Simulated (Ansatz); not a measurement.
Take a crystal in which Ti has been replaced by Cu on all its sites, with the cell rescaled by a rough guess (in some cases also distorted within its space group) and nothing relaxed:

```
Cu Al
1.0
     3.76704    0.00000    0.00000
     0.00000    3.76704    0.00000
     0.00000    0.00000    3.76704
Cu Al
1 3
Direct
  0.00000 0.00000 0.00000
  0.50000 0.50000 0.00000
  0.50000 0.00000 0.50000
  0.00000 0.50000 0.50000
```

Theory: DFT PBEsol, scalar-relativistic, plane waves, PAW (Ansatz 0.2.0).

Cutoff 420 eV; k points 12×12×12 on the computed 4-atom cell (Γ-centred); Gaussian smearing, width 0.10 eV; no spin polarisation.

Question: Will this cell want to expand or contract, and how hard?

Answer: The pressure is 12.2 GPa (positive in compression), so the cell would expand.

Question: Is it a metal on this mesh?

Answer: Yes, a band crosses the Fermi level.

Question: What is its energy against the elements in their standard states?

Answer: +0.016 eV/atom at this unrelaxed geometry, with the elements in the same functional.